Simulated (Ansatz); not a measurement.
# Ni: the cost of one run

Method: DFT PBE, scalar-relativistic, plane waves, PAW, in Ansatz 0.2.0.

1 further run of the same task is left out (set aside as unsound or not needed).

### 1 Starting point

The structure is hexagonal, space group P6_3/mmc (No. 194). The conventional cell has a = 3.032 Å, b = 3.032 Å, c = 11.539 Å, α = 90.00°, β = 90.00°, γ = 120.00°. Around Cd (site symmetry -3m) lie 12 Cd at 3.03 to 3.37 Å. Cd (site symmetry -6m2) is surrounded by 12 Cd at 3.03 to 3.37 Å.

Structure file:

```cif
data_structure
_symmetry_space_group_name_H-M 'P6_3/mmc'
_symmetry_Int_Tables_number 194
_cell_length_a 3.0320
_cell_length_b 3.0320
_cell_length_c 11.5393
_cell_angle_alpha 90.000
_cell_angle_beta 90.000
_cell_angle_gamma 120.000
_cell_volume 91.87
loop_
_atom_site_label
_atom_site_type_symbol
_atom_site_symmetry_multiplicity
_atom_site_Wyckoff_symbol
_atom_site_fract_x
_atom_site_fract_y
_atom_site_fract_z
_atom_site_occupancy
Cd1 Cd 2 a 0.00000 0.00000 0.00000 1
Cd2 Cd 2 c 0.33333 0.66667 0.25000 1
```

It goes back to an entry of the Materials Project, which need not be the stable form.

This cell was relaxed beforehand with the same method: volume 22.97 Å³/atom, gap on the mesh none (metal).

### 2 Swap Cd → Ni

The start of Ni: fractional positions of relaxed Cd, cell scaled by 0.904, a guess from tabulated radii. Atoms that may carry a moment start with parallel spins.

### 3 A first look at the start (Ni)

Input file input.yaml:

```yaml
crystal:
  lattice:
    - [2.741396052, 0.0, 0.0]
    - [-1.370698026, 2.3741186229, 0.0]
    - [0.0, 0.0, 10.4332379614]
  atoms:
    - { symbol: Ni, position: [0.0, 0.0, 0.0], spin: 2.0 }
    - { symbol: Ni, position: [0.3333333333, 0.6666666667, 0.25], spin: 2.0 }
    - { symbol: Ni, position: [0.0, 0.0, 0.5], spin: 2.0 }
    - { symbol: Ni, position: [0.6666666667, 0.3333333333, 0.75], spin: 2.0 }
basis:
  ecutwfc: 420
kpoints:
  mp_grid: { grid: [6, 6, 2] }
hamiltonian:
  xc: pbe
scf:
  occupations: { method: gaussian, width: 0.1 }
  lower_state_search: "off"
output:
  forces: true
  stress: true
  eigenvalues: true
  populations: true
magnetization:
  spin_polarized: true
```

The run is started by

```console
ansatz run input.yaml --threads 1 --pin off --max-ram 2560MiB --backend cpu --events-out ev --progress --plain --runs-dir out
```

Q: Estimate wall time and peak memory on 1 thread of Intel Xeon Platinum 8259CL at 2.50GHz (Skylake/Cascade Lake), shared host.

About 10 s, with a peak of 0.48 GiB.
